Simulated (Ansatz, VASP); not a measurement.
# ZnS: VASP beside Ansatz

```
Zn S
1.0
    -0.12997    2.68831    2.68831
     2.68831   -0.12997    2.68831
     2.68831    2.68831   -0.12997
Zn S
1 1
Direct
  0.99628 0.99628 0.99628
  0.25372 0.25372 0.25372
```

Change from the starting cell: epitaxial_111 strain +4.6%.

Alike in both runs: task single point; functional r2SCAN; k mesh 8 × 8 × 8; no spin polarisation.

|  | VASP | Ansatz |
| --- | --- | --- |
| version | VASP 6.6.1 | Ansatz 0.2.0 |
| potentials or method | VASP PAW PBE potentials, release 64 (Zn, S) | plane waves, PAW |
| plane-wave cutoff (eV) | 520 | 500 |
| occupations | gaussian, width 0.01 eV | fixed |
| valence electrons in the cell | 18 | 18 |

|  | VASP | Ansatz | Ansatz less VASP |
| --- | --- | --- | --- |
| gap on the k mesh at the Fermi level (eV) | 2.16 | 2.16 | -0.004 |
| pressure (GPa) | -4.3 | -4.3 | -0.02 |
| largest component of the traceless stress (GPa) | 2.15 | 2.14 | -0.004 |

Caveats: the PAW data sets were made with another functional, which shifts forces and pressure a little (VASP).
